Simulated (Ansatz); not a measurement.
Se, DFT, LDA, all-electron LAPW, scalar-relativistic (Ansatz 0.2.0), run on 1 thread of Arm Neoverse V1 on a shared host.

The cell is COD entry 9008579, as deposited and not checked against the literature; nothing was relaxed. The listed cell was then made from it by scaling, straining or moving an atom.

Command: `ansatz run input.yaml --threads 1 --pin off --max-ram 6144MiB --backend cpu --events-out ev --progress --plain --runs-dir out`

```yaml
crystal:
  lattice:
    - [4.3551696776, -0.0217758484, -0.0217758484]
    - [-2.1964432767, 3.7825755028, -0.0079705137]
    - [-0.02474725, -0.02474725, 4.94945]
  atoms:
    - { symbol: Se, position: [0.217, 0.0, 0.1666666667] }
    - { symbol: Se, position: [0.0, 0.217, 0.8333333333] }
    - { symbol: Se, position: [0.783, 0.783, 0.5] }
kpoints:
  mp_grid: { grid: [8, 8, 6] }
  band_path:
    path:
      - [0.0, 0.0, 0.0]
      - [0.0, 0.0, 0.5]
      - [-0.5, 0.5, 0.0]
      - [0.0, 0.0, 0.0]
      - [0.0, -0.5, 0.0]
      - [-0.5, 0.0, 0.5]
      - [0.0, 0.0, 0.0]
      - [-0.5, 0.0, 0.0]
      - [0.0, -0.5, 0.5]
    npoints: 5
scf:
  occupations: { method: fermi_dirac, width: 0.03 }
hamiltonian:
  xc: lda
  pseudopotentials: { kind: all_electron, lapw: { basis_error: 0.0005 } }
output:
  forces: true
  stress: true
  eigenvalues: true
```

**Question.** How large is the problem that the program sets up?

**Answer.** 196 irreducible k-points, 1339 plane waves at Γ, 44 bands.

**Question.** Estimate the wall time and the peak memory.

**Answer.** 7.8 min of wall time for 9 SCF iterations, with a peak of 1.2 GiB. Times on shared machines scatter by tens of per cent.
